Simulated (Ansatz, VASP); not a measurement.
**One calculation of Be, two programs**

Contents of INCAR:

```
PREC = Accurate ; ENCUT = 520
EDIFF = 1E-7 ; ISMEAR = 0
SIGMA = 0.15 ; LREAL = False
LASPH = True ; NELM = 100
ALGO = Normal ; ISIF = 2
LWAVE = False ; LCHARG = True
GGA = PS ; LELF = True
LVHAR = True ; NBANDS = 7
```

File KPOINTS:

```
regular mesh
0
Gamma
  26 26 26
```

The input POSCAR:

```
Be
1.0
   -1.2452889454      1.2452889454      1.2531209513
    1.2452889454     -1.2452889454      1.2531209513
    1.2609529572      1.2609529572     -1.2531209513
Be
1
Direct
    0.0000000000      0.0000000000      0.0000000000
```

Input for Ansatz:

```yaml
crystal:
  lattice:
    - [-1.2452889454, 1.2452889454, 1.2531209513]
    - [1.2452889454, -1.2452889454, 1.2531209513]
    - [1.2609529572, 1.2609529572, -1.2531209513]
  atoms:
    - { symbol: Be, position: [0.0, 0.0, 0.0] }
basis:
  ecutwfc: 420
kpoints:
  mp_grid: { grid: [26, 26, 26] }
hamiltonian:
  xc: pbesol
scf:
  occupations: { method: gaussian, width: 0.15 }
output:
  forces: true
  stress: true
  eigenvalues: true
```

Change from the starting cell: strain +0.0125 x Voigt [0, 0, 0, 0, 0, 1], atoms carried along.

Alike in both runs: task single point; functional PBEsol; k mesh 26 × 26 × 26; occupations gaussian, width 0.15 eV; no spin polarisation.

|  | VASP | Ansatz |
| --- | --- | --- |
| version | VASP 6.6.1 | Ansatz 0.2.0 |
| potentials or method | VASP PAW PBE potentials, release 64 (Be) | scalar-relativistic, plane waves, PAW |
| plane-wave cutoff (eV) | 520 | 420 |
| valence electrons in the cell | 2 | 2 |

```tsv
	VASP	Ansatz	Ansatz less VASP
gap on the k mesh at the Fermi level (eV)	none	none	-
pressure (GPa)	-1.6	-2.0	-0.36
largest component of the traceless stress (GPa)	2.68	2.67	-0.009
```

A gap of «none» marks a metal or a gap that the smearing closes. The functional is the same, so the differences come from potentials, cutoffs and numerics.

Caveats: the PAW data sets were made with another functional, which shifts forces and pressure a little (VASP).
